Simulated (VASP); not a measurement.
# Mo8S15 (a cell with a defect) in VASP: single point with PBEsol

Aim: the single point of Mo8S15 (a cell with a defect) with PBEsol.

All numbers are computed with VASP 6.6.1; they aren't measurements. Logs are shortened: lines on timing, memory, paths and dates and some standing lists are left out, and cuts for length are marked.

## 1. The structure

The cell holds a defect, 23 atoms: a = 12.786 Å, b = 12.786 Å, c = 12.786 Å, α = 28.52°, β = 28.52°, γ = 28.52°.

## 2. Single point, PBEsol

The input, INCAR:

```
SYSTEM = Mo8S15
ALGO = Fast
EDIFF = 1E-6
ENCUT = 520
GGA = PS
ISIF = 2
ISMEAR = 1
LASPH = .True.
LCHARG = .False.
LREAL = Auto
LWAVE = .False.
NBANDS = 118
NELM = 100
PREC = Accurate
SIGMA = 0.15
```

The input, KPOINTS:

```
k-points
0
Gamma
  3 3 3
  0 0 0
```

The input, POSCAR:

```
Mo8S15
1.0
    3.1493091800      1.8182511800     12.2583881100
   -3.1493091800      1.8182511800     12.2583881100
    0.0000000000     -3.6365123300     12.2583866300
Mo S
8 15
Direct
   -0.0000319014      0.0003751720      0.0013868102
    0.0009664483      0.0012871535      0.4961247070
    0.0010140479      0.4950744627      0.0023078486
    0.0002602027      0.5004603768      0.5014639355
    0.4947786921      0.0012644287      0.0023115526
    0.5000493276      0.0006680633      0.5014620662
    0.5000500057      0.5004589843      0.0016729358
    0.4990312600      0.4992287636      0.5002868960
    0.2088028032      0.2092057487     -0.2890927795
    0.2072650119      0.2075041120      0.2085760696
    0.1246158244      0.1250371867      0.6254750914
    0.1246229063      0.6244579209      0.1260460728
    0.2088026773      0.7099090818      0.2102024332
    0.1254147886      0.6228000596      0.6238874847
    0.2012287458      0.7111815349      0.7121834974
    0.6240497107      0.1250348760      0.1260397029
    0.7094902093      0.2092122404      0.2102112530
    0.6225591473      0.1256797015      0.6238362375
    0.7108903637      0.2014287934      0.7122614057
    0.6226102840      0.6227661912      0.1267058114
    0.7108707669      0.7112089363      0.2025020216
    0.6245269541      0.6249279944      0.6259456116
    0.7090840250      0.7094949087      0.7104960978
```

Potentials or basis: VASP PAW PBE potentials, release 64 (Mo_sv, S).

The run is started by

```
cat potpaw_PBE.64/Mo_sv/POTCAR potpaw_PBE.64/S/POTCAR > POTCAR
mpirun -np 1 vasp_std > vasp.out
```

OUTCAR:

```text
SYSTEM = Mo8S15
   EDIFF = 1E-6
   ENCUT = 520
   GGA = PS
   ISIF = 2
   ISMEAR = 1
   LASPH = .True.
   LREAL = Auto
   NELM = 100
   PREC = Accurate

 ion  position               nearest neighbor table
   1  1.000  0.000  0.001-  11 2.39  12 2.39  16 2.39  13 2.39  17 2.39   9 2.39   4 3.15   6 3.15
                             7 3.15   7 3.15   6 3.15   4 3.15
   2  0.001  0.001  0.496-  10 2.36  19 2.38  15 2.38  18 2.40  14 2.40   3 3.11   5 3.11   8 3.15
                             8 3.15   5 3.19   3 3.19
   3  0.001  0.495  0.002-  10 2.36  21 2.38  15 2.38  14 2.40  20 2.40   5 3.11   2 3.11   8 3.15
                             8 3.15   2 3.19   5 3.19
   4  0.000  0.500  0.501-   9 2.39  13 2.39  22 2.39  12 2.39  11 2.39  23 2.39   7 3.15   6 3.15
                             1 3.15   1 3.15   6 3.15   7 3.15
   5  0.495  0.001  0.002-  10 2.36  19 2.38  21 2.38  18 2.40  20 2.40   3 3.11   2 3.11   8 3.15
                             8 3.15   2 3.19   3 3.19
   6  0.500  0.001  0.501-  17 2.39   9 2.39  22 2.39  16 2.39  11 2.39  23 2.39   7 3.15   4 3.15
                             1 3.15   1 3.15   4 3.15   7 3.15
   7  0.500  0.500  0.002-  17 2.39  13 2.39  22 2.39  12 2.39  16 2.39  23 2.39   6 3.15   4 3.15
                             1 3.15   1 3.15   4 3.15   6 3.15
   8  0.499  0.499  0.500-  18 2.38  20 2.38  14 2.38  21 2.41  19 2.41  15 2.41   2 3.15   3 3.15
                             5 3.15   5 3.15   3 3.15   2 3.15
   9  0.209  0.209  0.711-   4 2.39   6 2.39   1 2.39
  10  0.207  0.208  0.209-   3 2.36   2 2.36   5 2.36
  11  0.125  0.125  0.625-   1 2.39   4 2.39   6 2.39
  12  0.125  0.624  0.126-   1 2.39   4 2.39   7 2.39
  13  0.209  0.710  0.210-   7 2.39   4 2.39   1 2.39
  14  0.125  0.623  0.624-   8 2.38   3 2.40   2 2.40
  15  0.201  0.711  0.712-   3 2.38   2 2.38   8 2.41
  16  0.624  0.125  0.126-   1 2.39   6 2.39   7 2.39
  17  0.709  0.209  0.210-   7 2.39   6 2.39   1 2.39
  18  0.623  0.126  0.624-   8 2.38   2 2.40   5 2.40
  19  0.711  0.201  0.712-   2 2.38   5 2.38   8 2.41
  20  0.623  0.623  0.127-   8 2.38   3 2.40   5 2.40
  21  0.711  0.711  0.203-   3 2.38   5 2.38   8 2.41
  22  0.625  0.625  0.626-   7 2.39   6 2.39   4 2.39
  23  0.709  0.709  0.710-   4 2.39   7 2.39   6 2.39

  LATTYP: Found a trigonal (rhomboedric) cell.
 ALAT       =    12.7864093756
 COS(alpha) =     0.8786713447

  Lattice vectors:

 A1 = (   3.1493091800,   1.8182511800,  12.2583881100)
 A2 = (  -3.1493091800,   1.8182511800,  12.2583881100)
 A3 = (   0.0000000000,  -3.6365123300,  12.2583866300)

Analysis of symmetry for initial positions (statically):
=====================================================================
 Subroutine PRICEL returns:
 Original cell was already a primitive cell.

 Routine SETGRP: Setting up the symmetry group for a
 trigonal (rhombohedral) supercell.

 Subroutine GETGRP returns: Found  1 space group operations
 (whereof  1 operations were pure point group operations)
 out of a pool of 12 trial point group operations.

The static configuration has the point symmetry C_1 .

Analysis of symmetry for dynamics (positions and initial velocities):
=====================================================================
 Subroutine PRICEL returns:
 Original cell was already a primitive cell.

 Routine SETGRP: Setting up the symmetry group for a
 trigonal (rhombohedral) supercell.

 Subroutine GETGRP returns: Found  1 space group operations
 (whereof  1 operations were pure point group operations)
 out of a pool of 12 trial point group operations.

The dynamic configuration has the point symmetry C_1 .

 Subroutine INISYM returns: Found  1 space group operations
 (whereof  1 operations are pure point group operations),
 and found     1 'primitive' translations

----------------------------------------------------------------------------------------

                                     Primitive cell

  volume of cell :     421.1672

  direct lattice vectors                    reciprocal lattice vectors
     3.149309180  1.818251180 12.258388110     0.158764977  0.091662995  0.027192291
    -3.149309180  1.818251180 12.258388110    -0.158764977  0.091662995  0.027192291
     0.000000000 -3.636512330 12.258386630     0.000000000 -0.183326012  0.027192216

  length of vectors
    12.786409376 12.786409376 12.786409375     0.185331711  0.185331711  0.185331711

  position of ions in fractional coordinates (direct lattice)
     0.999968099  0.000375172  0.001386810
     0.000966448  0.001287154  0.496124707
     0.001014048  0.495074463  0.002307849
[... 61 lines left out ...]

  Length of vectors
     0.061777237  0.061777237  0.061777237

  Shift w.r.t. Gamma in fractional coordinates (k-lattice)
     0.000000000  0.000000000  0.000000000

 Subroutine IBZKPT returns following result:
 ===========================================

 Found     14 irreducible k-points:

 Following reciprocal coordinates:
            Coordinates               Weight
  0.000000  0.000000  0.000000      1.000000
  0.333333  0.000000  0.000000      2.000000
  0.000000  0.333333  0.000000      2.000000
  0.000000  0.000000  0.333333      2.000000
  0.333333  0.333333  0.000000      2.000000
 -0.333333  0.000000 -0.333333      2.000000
  0.000000  0.333333  0.333333      2.000000
 -0.333333  0.333333  0.000000      2.000000
  0.333333  0.000000 -0.333333      2.000000
 -0.000000 -0.333333  0.333333      2.000000
  0.333333  0.333333  0.333333      2.000000
 -0.333333  0.333333  0.333333      2.000000
  0.333333 -0.333333  0.333333      2.000000
  0.333333  0.333333 -0.333333      2.000000
   k-points           NKPTS =     14   k-points in BZ     NKDIM =     14   number of bands    NBANDS=    118
   number of dos      NEDOS =    301   number of ions     NIONS =     23
   total plane-waves  NPLWV = 884736
   dimension x,y,z NGX =    96 NGY =   96 NGZ =   96
   dimension x,y,z NGXF=   192 NGYF=  192 NGZF=  192
   ions per type =               8  15
   NGX,Y,Z   is equivalent  to a cutoff of  12.48, 12.48, 12.48 a.u.
   NGXF,Y,Z  is equivalent  to a cutoff of  24.96, 24.96, 24.96 a.u.
 SYSTEM =  Mo8S15
   PREC   = accura    normal or accurate (medium, high low for compatibility)
   ISTART =      0    job   : 0-new  1-cont  2-samecut
   ICHARG =      2    charge: 1-file 2-atom 10-const
   ISPIN  =      1    spin polarized calculation?
   LNONCOLLINEAR =      F non collinear calculations
   LSORBIT =      F    spin-orbit coupling
   LASPH  =      T    aspherical Exc in radial PAW
   ENCUT  =  520.0 eV  38.22 Ry    6.18 a.u.  23.77 23.77 23.77*2*pi/ulx,y,z
   NELM   =    100;   NELMIN=  2; NELMDL= -5     # of ELM steps
   EDIFF  = 0.1E-05   stopping-criterion for ELM
   LREAL  =      T    real-space projection
   EDIFFG = 0.1E-04   stopping-criterion for IOM
   NSW    =      0    number of steps for IOM
   IBRION =     -1    ionic relax: 0-MD 1-quasi-New 2-CG
   NFREE  =      0    steps in history (QN), initial steepest desc. (CG)
   ISIF   =      2    stress and relaxation
   ISYM   =      2    0-nonsym 1-usesym 2-fastsym
   POTIM  = 0.5000    time-step for ionic-motion
   TEBEG  =    0.0;   TEEND  =   0.0 temperature during run
   PSTRESS=    0.0 pullay stress
   NELECT =     202.0000    total number of electrons
   NUPDOWN=      -1.0000    fix difference up-down
   EMIN   =  10.00;   EMAX   =-10.00  energy-range for DOS
   EFERMI =   0.00;   METHOD = LEGACY
   ISMEAR =     1;   SIGMA  =   0.15  broadening in eV -4-tet -1-fermi 0-gaus
   EFERMI_NEDOS =   21; number of points for ismear=-14 and -15
   IALGO  =     68    algorithm
   IMIX   =      4    mixing-type and parameters
     AMIX     =   0.40;   BMIX     =  1.00
     AMIX_MAG =   1.60;   BMIX_MAG =  1.00
  volume/ion in A,a.u.               =      18.31       123.57
  Fermi-wavevector in a.u.,A,eV,Ry     =   1.281466  2.421620 22.342878  1.642155
  Thomas-Fermi vector in A             =   2.413834
   LORBIT       =      0    0 simple, 1 ext, 2 COOP (PROOUT), +10 PAW based schemes
   GGA     = PS    functional components
   LHFCALC =     F    Hartree Fock is set to
   AEXX    =    0.0000 exact exchange contribution
   IVDW    =     0    specifies the selected vdW correction
   LEPSILON=     F    determine dielectric tensor
   LRPA    =     F    only Hartree local field effects (RPA)
 non-spin polarized calculation
 RMM-DIIS sequential band-by-band and
 Methfessel and Paxton  Order N= 1 SIGMA  =   0.15
  energy-cutoff  :      520.00
  volume of cell :      421.17
 maximum number of plane-waves:     11344
   NGX = 47   NGY = 47   NGZ = 47

 number of electron     202.0000000 magnetization

 Free energy of the ion-electron system (eV)
  ---------------------------------------------------
  ext. energy  EPLUGINS =         0.00000000
  ---------------------------------------------------
  free energy    TOTEN  =      -180.13330028 eV

  energy without entropy =     -180.14480178  energy(sigma->0) =     -180.13713411

 E-fermi :   7.2805     XC(G=0): -10.8452

 val. band max:        7.1637487404   @ k =   0.0000   0.0000   0.0000
 cond. band min:       7.3712410712   @ k =  -0.0000  -0.3333   0.3333
 fundamental gap:      0.2074923308
 Fermi energy:         7.2805483843

 k-point     1 :       0.0000    0.0000    0.0000
  band No.  band energies     occupation
      1     -54.2555      2.00000
      2     -54.2032      2.00000
      3     -54.1608      2.00000
      4     -54.1608      2.00000
      5     -54.1554      2.00000
      6     -54.1323      2.00000
[... 1613 lines left out ...]
    112       9.2082     -0.00000
    113       9.2454     -0.00000
 [bands above 113 left out]

------------------------ aborting loop because EDIFF is reached ----------------------------------------

  FORCE on cell =-STRESS in cart. coord.  units (eV):
  Direction    XX          YY          ZZ          XY          YZ          ZX
  --------------------------------------------------------------------------------------
  -------------------------------------------------------------------------------------
  Total       -7.2120536     -7.2115601      1.0606591     -0.0009167     -0.0029778      0.0015547
  in kB      -27.4356313    -27.4337537      4.0348911     -0.0034873     -0.0113279      0.0059144
  external PRESSURE =     -16.9448313 kB  Pullay stress =       0.0000000 kB

 VOLUME and BASIS-vectors are now :
 -----------------------------------------------------------------------------
  energy-cutoff  :      520.00
  volume of cell :      421.17
      direct lattice vectors                 reciprocal lattice vectors
     3.149309180  1.818251180 12.258388110     0.158764977  0.091662995  0.027192291
    -3.149309180  1.818251180 12.258388110    -0.158764977  0.091662995  0.027192291
     0.000000000 -3.636512330 12.258386630     0.000000000 -0.183326012  0.027192216

 POSITION                                       TOTAL-FORCE (eV/Angst)
 -----------------------------------------------------------------------------------
      3.14803      1.81383     12.27960        -0.000521      0.000233     -0.004006
     -0.00101     -1.80007      6.10931         0.003877      0.005938      0.003266
     -1.55595      0.89362      6.10954         0.004248     -0.002943      0.002114
     -1.57529     -0.91314     12.28517         0.001435      0.000299     -0.003076
      1.55423      0.89353      6.10902        -0.003945     -0.002299      0.004526
      1.57271     -0.91314     12.28510        -0.001523      0.000214     -0.002654
[... 15 lines left out ...]
     -0.00126     -0.00444     22.98939        -0.000299     -0.000007     -0.001220
     -0.00129     -0.00439     26.09903         0.000184      0.000228      0.003565
 -----------------------------------------------------------------------------------
    total drift:                               -0.000997     -0.005707      0.000105

  FREE ENERGIE OF THE ION-ELECTRON SYSTEM (eV)
  ---------------------------------------------------
  free  energy   TOTEN  =      -180.1333002846 eV

  energy  without entropy=     -180.1448017755  energy(sigma->0) =     -180.13713411
```

Wall time 65 min (1 thread of Intel Xeon 6975P-C (Granite Rapids), shared host); peak memory 1.8 GiB.

What came out:

```yaml
Free_energy: -180.1333 eV
Pressure: -1.7 GPa
Largest_force: 0.017 eV/Å
Band_gap_on_the_k_mesh: 0.21 eV, indirect (least direct gap 0.75 eV)
```

Forces on the atoms (eV/Å):
```
Mo  -0.001  0.000 -0.004
Mo   0.004  0.006  0.003
Mo   0.004 -0.003  0.002
Mo   0.001  0.000 -0.003
Mo  -0.004 -0.002  0.005
Mo  -0.002  0.000 -0.003
Mo   0.000 -0.002 -0.003
Mo  -0.003 -0.001  0.009
S    0.000 -0.005  0.006
S    0.000  0.000  0.012
S    0.000  0.000 -0.002
S   -0.001  0.000 -0.002
S   -0.004  0.002  0.007
S    0.002  0.002 -0.017
S   -0.005 -0.003  0.006
S    0.000  0.000 -0.002
S    0.004  0.002  0.006
S   -0.002  0.000 -0.017
S    0.004 -0.001  0.006
S   -0.001 -0.002 -0.016
S    0.001  0.006  0.007
S    0.000  0.000 -0.001
S    0.000  0.000  0.004
```

Levels at points of the mesh, in eV from the valence-band top:
```
           k point  band 99  band 100  band 101  band 102  band 103  band 104
(0.00, 0.00, 0.00)    -1.07     -0.17      0.00      0.75      0.75      1.71
```

Caveat: the PAW data sets were made with another functional, which shifts forces and pressure a little.
